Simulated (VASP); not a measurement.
Si2Ge, 6 atoms in the cell. It takes space group Imma (No. 74, orthorhombic). Conventional cell: a = 3.890 Å, b = 11.670 Å, c = 5.500 Å, α = 90.00°, β = 90.00°, γ = 90.00°. Si (site symmetry m) has 3 Si at 2.38 Å and 1 Ge at 2.38 Å as nearest neighbours. Ge (site symmetry mm2) has 2 Ge at 2.38 Å and 2 Si at 2.38 Å as nearest neighbours. The cell was built by a generator and needn't be a form met in nature.

* Program: VASP 6.6.1
* Task: relaxation of cell and atoms
* Functional: PBE
* Potentials or basis: VASP PAW PBE potentials, release 64 (Si, Ge_d)
* Cutoff: 520 eV
* k mesh: 5 × 5 × 5
* Occupations: gaussian, width 0.15 eV
* Spin: no spin polarisation
* Further INCAR settings: PREC = Normal; ALGO = Fast; EDIFF = 0.0001; IBRION = 2; EDIFFG = -0.08; NSW = 24; ISIF = 3

Potentials or basis: VASP PAW PBE potentials, release 64 (Si, Ge_d).

Launch:

```sh
$ cat potpaw_PBE.64/Si/POTCAR potpaw_PBE.64/Ge_d/POTCAR > POTCAR
$ mpirun -np 1 vasp_std > vasp.out
```

Hardware: 1 thread of AMD EPYC 7R13 Processor (Zen 3), on a shared host.

Task: How long does it take, and how much memory?

Result: Run time: 6.3 min on 1 thread of AMD EPYC 7R13 Processor (Zen 3), with other jobs on the host, peak memory 0.26 GiB. Counts: scf iterations 56, k points 27, ion steps 10.
